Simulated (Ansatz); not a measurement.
Here is the system:

Relaxed Li₂O (anti-fluorite):

```
Li2O
1.0
    0.00000     4.62614     4.62614
    2.31307     2.31307     4.62614
    2.31307     2.31307     0.00000
O Li
2 4
Direct
  0.00000   0.00000   0.00000
  0.50000   0.00000   0.00000
  0.00000   0.25000   0.25000
  0.50000   0.25000   0.25000
  0.00000   0.75000   0.75000
  0.50000   0.75000   0.75000
```

A phonon eigenvector at X = (0.5, 0.5, 0.0) is frozen into this cell: atom i moves by Q times the vector below, so Q is the largest atomic displacement, in Å. The cell is held. It is one choice among 2 degenerate patterns. (q is in reciprocal vectors of the primitive cell; the cell shown is doubled to hold the pattern.)

```csv
atom,x,y,z
Li3,0.000,1.000,0.000
Li4,0.000,-1.000,0.000
Li5,0.000,-1.000,0.000
Li6,0.000,1.000,0.000
```

Atoms not listed stay in place.

The numbers are results of PBE (plane waves to 420 eV, PAW, scalar-relativistic; Ansatz, a quantum-chemistry and plane-wave program), not measurements. k mesh 12×12×12 (Γ-centred), Fermi-Dirac smearing 0.05 eV. E stands for the smeared free energy. Li2O was relaxed with its symmetry unable to fall. ΔE is measured from the undisplaced structure.

The scan covers Q from -0.100 to 0.100 Å in 13 points.

Question: Is this a single well or a double well?

Answer: A single well with its minimum at or next to zero displacement.

Question: Which space group does the distorted structure have?

Answer: Cmce (No. 64), lowered from Fm-3m.

Question: What is the energy change at Q = 0.100 Å?

Answer: 34.9 meV/cell.

Question: What harmonic wavenumber does the curvature at Q = 0 give?

Answer: 260 cm⁻¹.

(For displaced atoms, the force is minus the slope of the energy, and its curvature is a force constant, which sets phonon frequencies.)
